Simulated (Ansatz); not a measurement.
CoO in Ansatz: the effect of fixed moment

CoO:

```
Co O
1.0
    -1.50800    1.50800    2.10725
     1.50800   -1.50800    2.10725
     1.50800    1.50800   -2.10725
Co O
1 1
Cartesian
  0.0000 0.0000 0.0000
  0.0000 0.0000 2.1073
```

Alike in all runs:

* Program: Ansatz 0.2.0
* Task: single point
* Functional: PBE
* Potentials or basis: Ansatz PAW
* Cutoff: 420 eV (not typed: the program's choice for these potentials)
* k mesh: 10 × 10 × 10
* Occupations: fermi-dirac, width 0.05 eV

```tsv
fixed moment	spin	starting moments	energy over the lowest run (meV/atom)	pressure (GPa)
0	collinear spin, program default start	-	238.9	-18.0
0.5	collinear spin, ferromagnetic start	[0.5, 0.0] μB	209.6	-17.0
1	collinear spin, ferromagnetic start	[1.0, 0.0] μB	147.6	-13.9
1.5	collinear spin, ferromagnetic start	[1.5, 0.0] μB	?	?
2	collinear spin, ferromagnetic start	[2.0, 0.0] μB	49.2	-7.5
2.5	collinear spin, ferromagnetic start	[2.5, 0.0] μB	13.8	-3.7
3	collinear spin, ferromagnetic start	[3.0, 0.0] μB	0.0	0.8
4	collinear spin, ferromagnetic start	[4.0, 0.0] μB	1288.6	24.6
```

Problem. What does the run with fixed moment 1.5 give?

Solution. Energy over the lowest run 100.9 meV/atom; pressure -10.9 GPa.

Worked out: The energy over the lowest run follows no smooth curve through the other rows. A parabola through the other rows of the pressure, of slope 6.94 GPa per unit of fixed moment there, gives -13.1 GPa, against the run's -10.9.

Caveats: the total moment is fixed, so each spin has its own Fermi level; the thresholds are loose for stress; a cell with one magnetic atom can't hold antiferromagnetic order, which such compounds often take (some runs).
